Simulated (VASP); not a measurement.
Input of a VASP 6.6.1 run:

The input INCAR:

```
ALGO = Normal ; EDIFF = 1E-6
ENCUT = 520 ; GGA = PS
ISIF = 2 ; ISMEAR = -1
LASPH = True ; LCHARG = False
LREAL = False ; LWAVE = False
NBANDS = 16 ; NELM = 100
PREC = Accurate ; SIGMA = 0.1
```

KPOINTS

```
k-points
0
Gamma
  7 7 7
```

POSCAR

```
ZrS
1.0
    0.0000000000      2.6250000000      2.6250000000
    2.6250000000      0.0000000000      2.6250000000
    2.6250000000      2.6250000000      0.0000000000
Zr S
1 1
Direct
    0.0000000000      0.0000000000      0.0000000000
    0.5000000000      0.5000000000      0.5000000000
```

Potentials or basis: VASP PAW PBE potentials, release 64 (Zr_sv, S).

Launch:

```sh
$ cat potpaw_PBE.64/Zr_sv/POTCAR potpaw_PBE.64/S/POTCAR > POTCAR
$ mpirun -np 1 vasp_std > vasp.out
```

(1) Estimate the pressure.

(2) Predict the band gap on the k mesh.

Answers

(1) -6.1 GPa.

(2) none (metal or under the smearing width).

Caveat: the PAW data sets were made with another functional, which shifts forces and pressure a little.
